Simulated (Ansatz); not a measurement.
# Fe (Im-3m) in Ansatz: notebook

One crystal, Fe, is run at these levels: PBE+D4, BLYP+D3(BJ); tasks: relaxation of cell and atoms.

Program: Ansatz 0.2.0. These are calculated values, not measurements. Logs are shortened: lines on timing, memory, paths and dates and some standing lists are left out, and cuts for length are marked.

### 1 The crystal as given

Symmetry: Im-3m, No. 229, cubic system. The conventional cell has a = 2.886 Å, b = 2.886 Å, c = 2.886 Å, α = 90.00°, β = 90.00°, γ = 90.00°. Around Fe (site symmetry m-3m) lie 8 Fe at 2.50 Å.

### 2 Relaxation of cell and atoms, PBE+D4, collinear spin, ferromagnetic start

Contents of input.yaml:

```yaml
crystal:
  lattice:
    - [-1.443, 1.443, 1.443]
    - [1.443, -1.443, 1.443]
    - [1.443, 1.443, -1.443]
  atoms:
    - { symbol: Fe, position: [0.0, 0.0, 0.0], spin: 3.0 }
hamiltonian:
  xc: pbe
  pseudopotentials: { kind: paw }
  dispersion: d4
magnetization:
  spin_polarized: true
kpoints:
  mp_grid: { grid: [13, 13, 13] }
scf:
  occupations: { method: fermi_dirac, width: 0.05 }
output:
  forces: true
  stress: true
  eigenvalues: true
relax:
  f_tol: 0.01
  max_steps: 40
  cell: { stress_tol: 0.05 }
```

Potentials or basis: Ansatz PAW.

On the command line:

```bash
ansatz run input.yaml --threads 2 --pin off --max-ram 5632MiB --backend cpu --events-out ev --progress --plain --runs-dir out
```

The log of the run:

```text
Warning: RAYON_NUM_THREADS=2 ignored (pool sized by the plan → 2); use --threads N
Engine: ansatz 0.2.0, x86_64-unknown-linux-gnu
Pseudopotentials: kind: paw
Pseudopotential: Fe, paw, valence charge 16, recommended cutoff 420 eV (normal), Fe.paw.azcp
Functional definition: PBE
  parameter kappa = 0.804
  parameter beta = 0.06672455060314922
  exchange = pbe_x(kappa = kappa, mu = beta*pi^2/3)
  correlation = pbe_c(beta = beta)
Crystal: 1 atoms, lattice volume = 12.019 Å³
Basis set: ecut = 420 eV, 225 PW (Γ), exchange–correlation on 36×36×36 points (8 copies of the dense FFT grid, shifted against one another)
Bands: 14, of which v1, the nominal top of the filled ones, is band 8 counted from 1 (7 counted from 0)
Symmetry: 48 space group operations
Space group: Im-3m (ITA 229), of the structure as read, at distance tolerance 2.3e-5 Å
Magnetic group: BNS 229.140 (UNI 1642), of the structure as read, at distance tolerance 2.3e-5 Å
k-points: 84 of 2197
Non-local potential: Fe, projectors of the file, l = 0: 3, l = 1: 2, l = 2: 3, l = 3: 1
PAW form: soft (Blöchl's): semilocal exchange-correlation on the pseudo side does not see the compensation charge
PAW one-centre angular grid: Fe, 590 points (default); XC on 64 Gauss nodes
Initial density: superposition of atomic densities (chi_scale 0.1, normalization cell)
Starting moments: Σ|m| = 3 μB on 1 of 1 site
Initial wavefunctions: pseudopotential atomic-orbital guess
Functional: x = pbe(κ = 0.804, μ = 0.2195149727645171), c = pbe(β = 0.06672455060314922)
SCF iter   1: F=—  HF=-4480.674437 eV  |F-HF|=—  |Δ(HF+E_count)|=         —  Δρ=6.43e-2 (↑6.18e-2 ↓6.43e-2)  dr2=1.16e0  dr2_m=4.94e-2  M=2.586 μB ∫|m|=2.648 μB  β_m=0.30  ethr=3.10e-3  ⟨swp⟩=4.6  Hψ=11235  notcnv=0
Mixer restart at iter 1: flushing history
preconditioner: auto → none  [metal: Δε(μ)=0.009 eV  Ē_g=14.114 eV  σ=0.050 eV  W_gap=0.05  n_scr=0 (ndim 8)  ℏωp=30.3 eV  f_vac=0.000  D(μ)=1.00/eV (n_scr^D=12)]
SCF iter   2: F=—  HF=-4480.247405 eV  |F-HF|=—  |Δ(HF+E_count)|=   4.27e-1  Δρ=2.88e-2 (↑2.88e-2 ↓1.67e-2)  dr2=2.75e-2  dr2_m=4.54e-2  M=2.641 μB ∫|m|=2.728 μB  β_m=0.29  ethr=3.10e-3  ⟨swp⟩=2.7  Hψ=5290  notcnv=0  defer=180
SCF iter   3: F=—  HF=-4480.467032 eV  |F-HF|=—  |Δ(HF+E_count)|=         —  Δρ=2.56e-2 (↑2.31e-2 ↓2.56e-2)  dr2=2.11e-3  dr2_m=6.34e-2  M=2.414 μB ∫|m|=2.501 μB  β_m=0.29  ethr=1.72e-4  ⟨swp⟩=2.7  Hψ=4490  notcnv=0  defer=182
Mixer restart at iter 3: flushing history
SCF iter   4: F=—  HF=-4480.583252 eV  |F-HF|=—  |Δ(HF+E_count)|=   1.16e-1  Δρ=2.19e-2 (↑1.65e-2 ↓2.19e-2)  dr2=3.42e-3  dr2_m=3.94e-2  M=2.390 μB ∫|m|=2.485 μB  β_m=0.64  ethr=1.32e-5  ⟨swp⟩=2.0  Hψ=4407  notcnv=0  defer=180
SCF iter   5: F=—  HF=-4480.810485 eV  |F-HF|=—  |Δ(HF+E_count)|=   2.27e-1  Δρ=2.44e-2 (↑2.44e-2 ↓6.91e-3)  dr2=2.93e-2  dr2_m=2.27e-2  M=2.237 μB ∫|m|=2.364 μB  β_m=0.57  ethr=1.32e-5  ⟨swp⟩=3.2  Hψ=5647  notcnv=0  defer=180
SCF iter   6: F=—  HF=-4480.798924 eV  |F-HF|=—  |Δ(HF+E_count)|=   1.16e-2  Δρ=3.07e-3 (↑3.07e-3 ↓2.99e-3)  dr2=3.42e-3  dr2_m=7.72e-5  M=2.263 μB ∫|m|=2.402 μB  β_m=0.61  ethr=1.32e-5  ⟨swp⟩=2.0  Hψ=5520  notcnv=0  defer=174
SCF iter   7: F=—  HF=-4480.798014 eV  |F-HF|=—  |Δ(HF+E_count)|=   9.10e-4  Δρ=1.38e-3 (↑1.38e-3 ↓9.06e-4)  dr2=1.45e-5  dr2_m=1.42e-4  M=2.251 μB ∫|m|=2.389 μB  β_m=0.81  ethr=1.32e-5  ⟨swp⟩=1.2  Hψ=2512  notcnv=0  defer=174
SCF iter   8: F=—  HF=-4480.798149 eV  |F-HF|=—  |Δ(HF+E_count)|=   1.35e-4  Δρ=1.68e-3 (↑1.68e-3 ↓1.71e-4)  dr2=2.32e-4  dr2_m=7.83e-5  M=2.246 μB ∫|m|=2.383 μB  β_m=0.81  ethr=9.07e-8  ⟨swp⟩=2.2  Hψ=3413  notcnv=0  defer=174
SCF iter   9: F=—  HF=-4480.798154 eV  |F-HF|=—  |Δ(HF+E_count)|=   4.47e-6  Δρ=2.46e-4 (↑2.46e-4 ↓2.67e-5)  dr2=5.56e-6  dr2_m=1.54e-6  M=2.248 μB ∫|m|=2.385 μB  β_m=0.90  ethr=9.07e-8  ⟨swp⟩=2.0  Hψ=3727  notcnv=0  defer=174
SCF iter  10: F=—  HF=-4480.798154 eV  |F-HF|=—  |Δ(HF+E_count)|=   3.22e-7  Δρ=3.93e-5 (↑3.93e-5 ↓1.30e-5)  dr2=6.30e-8  dr2_m=7.35e-8  M=2.248 μB ∫|m|=2.385 μB  β_m=0.95  ethr=3.47e-8  ⟨swp⟩=2.3  Hψ=2977  notcnv=0  defer=174
SCF iter  11: F=—  HF=-4480.798154 eV  |F-HF|=—  |Δ(HF+E_count)|=   3.17e-9  Δρ=3.52e-6 (↑3.52e-6 ↓1.04e-6)  dr2=7.85e-10  dr2_m=3.84e-10  M=2.248 μB ∫|m|=2.385 μB  β_m=0.98  ethr=3.94e-10  ⟨swp⟩=2.6  Hψ=3642  notcnv=0  defer=174
SCF iter  12: F=-4480.798154 eV  HF=-4480.798154 eV  |F-HF|=5.73e-11  |Δ(HF+E_count)|=  1.34e-10  Δρ=7.14e-7 (↑7.14e-7 ↓2.58e-7)  dr2=7.09e-11  dr2_m=9.29e-12  M=2.248 μB ∫|m|=2.385 μB  ethr=4.90e-12  ⟨swp⟩=3.9  Hψ=7324  notcnv=0
SCF 1 converged in 12 iterations: F = -4480.798154 eV  dr2 = 7.09e-11
[... 57 lines left out ...]
Initial wavefunctions: pseudopotential atomic-orbital guess (no wavefunctions were taken with the density)
iter 1 solved again at ethr=2.42e-8 eV; its pass at ethr=3.10e-3 eV (dr2=3.87e-6 eV) is discarded
SCF iter   1: F=—  HF=-4480.845861 eV  |F-HF|=—  |Δ(HF+E_count)|=         —  Δρ=1.79e-4 (↑1.79e-4 ↓1.26e-4)  dr2=5.18e-6  dr2_m=3.07e-7  M=2.085 μB ∫|m|=2.194 μB  β_m=0.65  ethr=2.42e-8  ⟨swp⟩=2.9  Hψ=17990  notcnv=0
preconditioner: auto → none  [metal: Δε(μ)=0.018 eV  Ē_g=15.306 eV  σ=0.050 eV  W_gap=0.09  n_scr=0 (ndim 8)  ℏωp=31.6 eV  f_vac=0.000  D(μ)=1.06/eV (n_scr^D=12)]
SCF iter   2: F=—  HF=-4480.845861 eV  |F-HF|=—  |Δ(HF+E_count)|=   2.06e-7  Δρ=8.38e-5 (↑8.38e-5 ↓5.60e-5)  dr2=8.99e-7  dr2_m=6.12e-8  M=2.086 μB ∫|m|=2.194 μB  β_m=0.47  ethr=2.42e-8  ⟨swp⟩=2.0  Hψ=3069  notcnv=0
SCF iter   3: F=—  HF=-4480.845862 eV  |F-HF|=—  |Δ(HF+E_count)|=   6.38e-7  Δρ=6.25e-5 (↑6.25e-5 ↓2.65e-5)  dr2=3.61e-7  dr2_m=6.01e-8  M=2.085 μB ∫|m|=2.194 μB  β_m=0.44  ethr=5.62e-9  ⟨swp⟩=2.0  Hψ=3590  notcnv=0
SCF iter   4: F=—  HF=-4480.845862 eV  |F-HF|=—  |Δ(HF+E_count)|=   2.75e-7  Δρ=1.48e-5 (↑1.19e-5 ↓1.48e-5)  dr2=4.75e-8  dr2_m=2.54e-9  M=2.085 μB ∫|m|=2.194 μB  β_m=0.72  ethr=2.25e-9  ⟨swp⟩=1.0  Hψ=2376  notcnv=0
SCF iter   5: F=—  HF=-4480.845862 eV  |F-HF|=—  |Δ(HF+E_count)|=   5.93e-7  Δρ=6.63e-6 (↑6.63e-6 ↓4.12e-6)  dr2=8.40e-9  dr2_m=4.26e-10  M=2.085 μB ∫|m|=2.194 μB  β_m=0.86  ethr=2.97e-10  ⟨swp⟩=2.0  Hψ=3571  notcnv=0
SCF iter   6: F=—  HF=-4480.845863 eV  |F-HF|=—  |Δ(HF+E_count)|=   3.93e-8  Δρ=3.14e-6 (↑3.14e-6 ↓1.02e-6)  dr2=1.21e-9  dr2_m=1.66e-10  M=2.085 μB ∫|m|=2.194 μB  β_m=0.93  ethr=5.25e-11  ⟨swp⟩=2.6  Hψ=3596  notcnv=0
SCF iter   7: F=—  HF=-4480.845863 eV  |F-HF|=—  |Δ(HF+E_count)|=   2.60e-9  Δρ=8.48e-7 (↑8.48e-7 ↓3.93e-7)  dr2=1.11e-10  dr2_m=6.27e-12  M=2.085 μB ∫|m|=2.194 μB  β_m=0.95  ethr=7.58e-12  ⟨swp⟩=2.7  Hψ=3578  notcnv=0
SCF iter   8: F=—  HF=-4480.845863 eV  |F-HF|=—  |Δ(HF+E_count)|=  9.09e-12  Δρ=2.35e-8 (↑2.35e-8 ↓7.81e-9)  dr2=2.29e-14  dr2_m=2.39e-14  M=2.085 μB ∫|m|=2.194 μB  β_m=0.97  ethr=1.00e-12  ⟨swp⟩=2.3  Hψ=3287  notcnv=0
SCF iter   9: F=-4480.845863 eV  HF=-4480.845863 eV  |F-HF|=0.00e0  |Δ(HF+E_count)|=  9.09e-13  Δρ=9.19e-9 (↑9.19e-9 ↓8.43e-9)  dr2=1.89e-14  dr2_m=1.58e-16  M=2.085 μB ∫|m|=2.194 μB  ethr=1.00e-12  ⟨swp⟩=3.0  Hψ=7674  notcnv=0
SCF 6 converged in 9 iterations: F = -4480.845863 eV  dr2 = 1.89e-14
relax step   6: F+E_penalty+E_count = -4480.84586252 eV  Δ(F+E_penalty+E_count) = +6.240e-4 eV  max|allowed force component| = 0.000e0 eV/Å  Δτ_max = 0.0000 Å  P = +0.043 GPa  Ω = 11.044 Å³  stress off target by 4.31e-2 GPa  SCF on the basis re-selected at this cell (its energy is not comparable with the rows above)  (9 SCF iters)
basis re-selected at this cell: Δ(F+E_penalty+E_count) = +6.240e-4 eV, ΔP = +0.046 GPa vs the last step (what re-selecting the basis moved, of the pressure what is left beyond the Pulay correction that the steps carried, after the strain that the cell walked since its last selection, with what the two solves' SCF thresholds leave and, on support functions, any second-order correction that the steps lacked; it is no measure of the basis error at this ecutwfc). This SCF's stress stands 4.31e-2 GPa from its target on what of the cell is left free (relax.cell.stress_tol is 5.00e-2 GPa) and its largest allowed force component is 0.00e0 eV/Å (relax.f_tol is 1.00e-2 eV/Å): within both
SCF converged after 9 iterations
Magnetization: 2.0854 μB (9.0427 up, 6.9573 down)
Absolute magnetization: 2.1941 μB (∫|ρ↑−ρ↓|, with the PAW one-centre terms)
Spin contamination: 0.0331 ħ² per cell (⟨S²⟩ above its minimum at these occupations)
Per-site moments (μB) at R_I (Å): [(2.1280897331461968, 1.0023347435088579)]
Free energy (F): -4480.845863 eV
Harris-Foulkes:  -4480.845863 eV  (|F-HF|=0.00e0)
Internal energy: -4480.837414 eV  (E = F + TS)
E sigma→0 (E₀):  -4480.841638 eV
Entropy (-TS):   -0.008448 eV (-8.448 meV/atom)
Fermi energy:    19.234954 eV
--- Per-component energies (eV) ---
  E_band       = -202.176845
  E_kinetic    = 351.491337
  E_local      = -2028.989775  (includes V_loc(G=0)·N_el)
  E_nonlocal   = 217.851177
  E_hartree    = 854.079921
  E_xc         = -118.282794
  E_vxc        = -152.340626  (∫ρ·V_xc dr)
  E_paw        = -1365.989332  (= ΣΔE_a)
  E_vpaw       = -298.349724  (= ΣTr[D̂ρ^β])
  E_aug_tail   = 0.000917  (compensation charges beyond the density's cutoff)
  E_ewald      = -2390.636166
  E_disp       = -0.362700  (pairwise vdW)
  E_smearing   = -0.008448  (= −TS)
  E_closure    = -0.000000  (closes the sum)
  Σ components = -4480.845863   (vs F -4480.845863, Δ=0.00e0)
--- Forces (eV/Å), atoms counted from 1 ---
  atom   1  Fe     0.00000000     0.00000000    -0.00000000
  max |Σ_I F_I| component: 1.64e-32 eV/Å
--- Stress (GPa, compression-positive) ---
        0.043071      -0.000000       0.000000
        0.000000       0.043071       0.000000
        0.000000       0.000000       0.043071
  P = ⅓ Tr σ = 0.0431 GPa (0.431 kbar)
--- Band table (eV; the first three rows and the last of 168) ---
  k-point 0 ↑: bands = ["-68.8948", "-34.6638", "-34.6638", "-34.6638", "10.4948", "16.8664", "16.8664", "16.8664", "18.1176", "18.1176", "43.7946", "43.7946", "43.7946", "49.4666"]
  k-point 1 ↑: bands = ["-68.8898", "-34.6905", "-34.6726", "-34.6638", "10.7458", "16.7958", "16.8587", "17.0042", "18.0492", "18.1235", "42.4668", "43.4933", "43.7078", "48.6727"]
  k-point 2 ↑: bands = ["-68.8755", "-34.7642", "-34.6969", "-34.6638", "11.4666", "16.6036", "16.7978", "17.3982", "17.9349", "18.1431", "39.5513", "42.3674", "43.5091", "46.7847"]
  k-point 83 ↓: bands = ["-66.2066", "-32.5357", "-32.5306", "-32.5306", "15.9728", "15.9905", "21.3339", "21.3339", "21.4347", "28.7658", "29.7521", "29.7521", "36.2015", "36.6755"]
--- Relaxed structure (5 steps of the walk, 5 accepted, 1 SCFs on fresh bases) ---
  F+E_penalty+E_count = -4480.84586252 eV   max|allowed force component| = 0.000e0 eV/Å   (the final SCF, on the basis selected at the relaxed cell)
  cell:  # Å, volume = 11.0445 Å³
    - [-1.4029048096556451, 1.4029048096556451, 1.4029048096556451]
    - [1.4029048096556451, -1.4029048096556451, 1.4029048096556451]
    - [1.4029048096556451, 1.4029048096556451, -1.4029048096556451]
  atoms:
    - { symbol: Fe, position: [0.0, 0.0, 0.0] }
```

Wall time 15 s (2 threads of Intel Xeon at 2.70GHz, shared host); peak memory 0.33 GiB.

Results:

```yaml
Free_energy: -4480.8459 eV
Relaxed_volume: 11.04 Å³/atom
Relaxed_cell: a = 2.430 Å, b = 2.430 Å, c = 2.430 Å, α = 109.47°, β = 109.47°, γ = 109.47°
Space_group_after_relaxing_to_0.05_Å: Im-3m (No. 229)
Energy_gained_by_relaxing: 47.7 meV/atom
Ionic_steps: 6
Pressure_after_relaxing: 0.0 GPa
Band_gap_on_the_k_mesh: none (metal or under the smearing width)
Net_moment: 2.09 μB per cell
Absolute_moment: 2.19 μB per cell
Site_moments: Fe +2.13 μB
```

Step by step:
```csv
step,energy change (eV),largest force (eV/Å),volume (Å³)
1,0.0000,0.0000,12.02
2,-0.0403,0.0000,11.41
3,-0.0475,0.0000,10.92
4,-0.0483,0.0000,11.04
5,-0.0483,0.0000,11.04
6,-0.0477,0.0000,11.04
```

Final structure:
```
Fe
1.0
    -1.40290    1.40290    1.40290
     1.40290   -1.40290    1.40290
     1.40290    1.40290   -1.40290
Fe
1
Direct
  0.00000 0.00000 0.00000
```

Caveat: the plane-wave basis is chosen anew once the cell has moved, so the energies of steps on either side of that aren't comparable; pairwise dispersion overbinds metals, which lowers pressure and volume.

(Part 1 of 2 ends here.)
